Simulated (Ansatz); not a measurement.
# Co (fcc type): the cost of one run

Computed with Ansatz 0.2.0 (DFT, PBE, PAW with Ansatz's default frozen-core files, scalar-relativistic, unless a step's input says otherwise).

### Step 1. The starting structure

It takes space group Fm-3m (No. 225, cubic). Conventional cell: a = 3.514 Å, b = 3.514 Å, c = 3.514 Å, α = 90.00°, β = 90.00°, γ = 90.00°. Co (site symmetry m-3m) has 12 Co at 2.48 Å as nearest neighbours.

Coordinates:

```cif
data_structure
_symmetry_space_group_name_H-M 'Fm-3m'
_symmetry_Int_Tables_number 225
_cell_length_a 3.5136
_cell_length_b 3.5136
_cell_length_c 3.5136
_cell_angle_alpha 90.000
_cell_angle_beta 90.000
_cell_angle_gamma 90.000
_cell_volume 43.38
loop_
_atom_site_label
_atom_site_type_symbol
_atom_site_symmetry_multiplicity
_atom_site_Wyckoff_symbol
_atom_site_fract_x
_atom_site_fract_y
_atom_site_fract_z
_atom_site_occupancy
Co1 Co 4 a 0.00000 0.00000 0.00000 1
```

The file gives the conventional cell by its symmetry; the runs use the cell typed in the input.

### Step 2. Cell relaxed at zero pressure, PAW

The input, input.yaml:

```yaml
crystal:
  lattice:
    - [0.0, 1.7567899477, 1.7567899477]
    - [1.7567899477, 0.0, 1.7567899477]
    - [1.7567899477, 1.7567899477, 0.0]
  atoms:
    - { symbol: Co, position: [0.0, 0.0, 0.0], spin: 1.7 }
magnetization:
  spin_polarized: true
kpoints:
  mp_grid: { grid: [19, 19, 19] }
scf:
  occupations: { method: fermi_dirac, width: 0.05 }
hamiltonian:
  xc: pbe
  pseudopotentials: { kind: paw }
output:
  forces: true
  stress: true
  write_density: true
  write_potential: true
  elf: true
  volumetric_format: npy
relax:
  f_tol: 0.005
  max_steps: 40
  cell: {}
```

Run with:

```console
> ansatz run input.yaml --threads 2 --pin off --max-ram 7168MiB --backend cpu --events-out ev --progress --plain --runs-dir out
```

**Question.** How long does this run take on 2 threads of Arm Neoverse V2, shared host, and how much memory does it need?

About 10 s, with a peak of 0.34 GiB.
